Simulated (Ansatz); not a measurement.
# InP: a tetragonal deformation path

The task, for InP: follow a tetragonal deformation at fixed volume.

Computed with Ansatz 0.2.0 (DFT PBE, scalar-relativistic, plane waves, PAW, unless a step's input says otherwise).

### Step 1. The system as given

It takes space group Fm-3m (No. 225, cubic). Conventional cell: a = 5.710 Å, b = 5.710 Å, c = 5.710 Å, α = 90.00°, β = 90.00°, γ = 90.00°. In (site symmetry m-3m) has 6 P at 2.85 Å as nearest neighbours. P (site symmetry m-3m) has 6 In at 2.85 Å as nearest neighbours.

Coordinates:

```xyz
2
Lattice="0.0000 2.8550 2.8550 2.8550 0.0000 2.8550 2.8550 2.8550 0.0000" Properties=species:S:1:pos:R:3 pbc="T T T"
In    0.0000    0.0000    0.0000
P     2.8550    2.8550    2.8550
```

The cell is taken as given, not relaxed at this level.

### Step 2. Zero of the scan

The input, input.yaml:

```yaml
crystal:
  lattice:
    - [0.0, 2.855, 2.855]
    - [2.855, 0.0, 2.855]
    - [2.855, 2.855, 0.0]
  atoms:
    - { symbol: In, position: [0.0, 0.0, 0.0] }
    - { symbol: P, position: [0.5, 0.5, 0.5] }
basis:
  ecutwfc: 420
kpoints:
  mp_grid: { grid: [16, 16, 16] }
hamiltonian:
  xc: pbe
scf:
  occupations: { method: gaussian, width: 0.15 }
output:
  forces: true
  stress: true
  eigenvalues: true
```

The session goes on with these runs: ρ = 0.707; ρ = 1.414; ρ = 0.850; ρ = 1.200; At ρ = 0.780; At ρ = 1.300; point ρ = 0.920; ρ = 1.100; ρ = 0.650; point ρ = 1.500; At ρ = 0.960; At ρ = 1.050.

Before running it: what results should come out? Wanted: highest point.

**Answer**, as computed:

```
     quantity                         value
highest point  1178.1 meV/atom at ρ = 0.650
```

**Reading.** The undisturbed cell stays the lowest of the sampled points. No sampled point inside the path is a dip, apart from those named.
